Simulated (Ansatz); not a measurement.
Set up this calculation in Ansatz 0.2.0, as the native input.

```yaml
Task: relaxation of cell and atoms
Functional: RPBE
Potentials_or_basis: Ansatz PAW
Cutoff: "420 eV (not typed: the program's choice for these potentials)"
k_mesh: 11 × 11 × 6
Occupations: fermi-dirac, width 0.05 eV
Spin: no spin polarisation
```

Crystal: Ru.

```
Ru
1.0
     2.70580    0.00000    0.00000
    -1.35290    2.34329    0.00000
     0.00000    0.00000    4.28190
Ru
2
Direct
  0.66667 0.33333 0.75000
  0.33333 0.66667 0.25000
```

One way to write it, as run:

input.yaml

```yaml
crystal:
  lattice:
    - [2.7058, 0.0, 0.0]
    - [-1.3529, 2.3432915376, 0.0]
    - [0.0, 0.0, 4.2819]
  atoms:
    - { symbol: Ru, position: [0.6666666667, 0.3333333333, 0.75] }
    - { symbol: Ru, position: [0.3333333333, 0.6666666667, 0.25] }
hamiltonian:
  xc: rpbe
  pseudopotentials: { kind: paw }
kpoints:
  mp_grid: { grid: [11, 11, 6] }
scf:
  occupations: { method: fermi_dirac, width: 0.05 }
output:
  forces: true
  stress: true
  eigenvalues: true
relax:
  f_tol: 0.01
  max_steps: 40
  cell: { stress_tol: 0.05 }
```

Potentials or basis: Ansatz PAW.

The run is started by

```console
$ ansatz run input.yaml --threads 2 --pin off --max-ram 5632MiB --backend cpu --events-out ev --progress --plain --runs-dir out
```

It gave:

```json
{
  "Relaxed volume": "13.97 Å³/atom",
  "Relaxed cell": "a = 2.733 Å, b = 2.733 Å, c = 4.320 Å, α = 90.00°, β = 90.00°, γ = 120.00°",
  "Space group after relaxing (to 0.05 Å)": "P6_3/mmc (No. 194)",
  "Energy gained by relaxing": "10.8 meV/atom",
  "Ionic steps": "5",
  "Pressure after relaxing": "0.0 GPa",
  "Band gap on the k mesh": "none (metal or under the smearing width)"
}
```

Caveat: the plane-wave basis is chosen anew once the cell has moved, so the energies of steps on either side of that aren't comparable; the PAW data sets come from PBE, with cores solved anew for the run's functional, which leaves a small shift of forces and pressure.

It took 5.5 s on 2 threads of Arm Neoverse V1, with other jobs on the host, peak memory 0.31 GiB.
